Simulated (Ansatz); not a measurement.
# Axial (c/a) deformation path in MgO

All numbers below come from Ansatz, DFT PBEsol, scalar-relativistic, plane waves, PAW. The runs took a 350 eV cutoff, a Γ-centred 12×12×6 mesh and Gaussian smearing (0.05 eV). No spin polarisation. Energies are free energies at this smearing, counted from the undisturbed cell; pressure is positive in compression.

The undisturbed cell (as given, not relaxed at this level; it stands at 1.3 GPa; this form isn't the usual structure):

```
Mg O
1.0
     3.48638    0.00000    0.00000
    -1.74319    3.01929    0.00000
     0.00000    0.00000    4.17804
Mg O
2 2
Direct
  0.66667 0.33333 0.75000
  0.33333 0.66667 0.25000
  0.66667 0.33333 0.25000
  0.33333 0.66667 0.75000
```

At fixed volume and fractional coordinates, lengths along (0.000, 0.000, 1.000) are scaled against those across it; ρ is that ratio over its starting value.

```csv
ρ,ΔE (meV/atom)
0.800,305.4
0.850,146.4
0.920,34.8
0.960,8.1
1.000,0.0
1.050,8.8
1.100,33.5
1.200,117.4
1.300,236.7
```

Question: Predict the gap on the mesh (eV) at each point.

Answer:
| ρ | gap on the mesh (eV) |
| --- | --- |
| 0.800 | 3.22 |
| 0.850 | 3.39 |
| 0.920 | 3.41 |
| 0.960 | 3.37 |
| 1.000 | 3.31 |
| 1.050 | 3.27 |
| 1.100 | 3.22 |
| 1.200 | 3.18 |
| 1.300 | 3.20 |

Cost: 9 runs of about 0.37 core-minutes in all, on Intel Xeon Platinum 8259CL (Skylake/Cascade Lake) (shared hosts).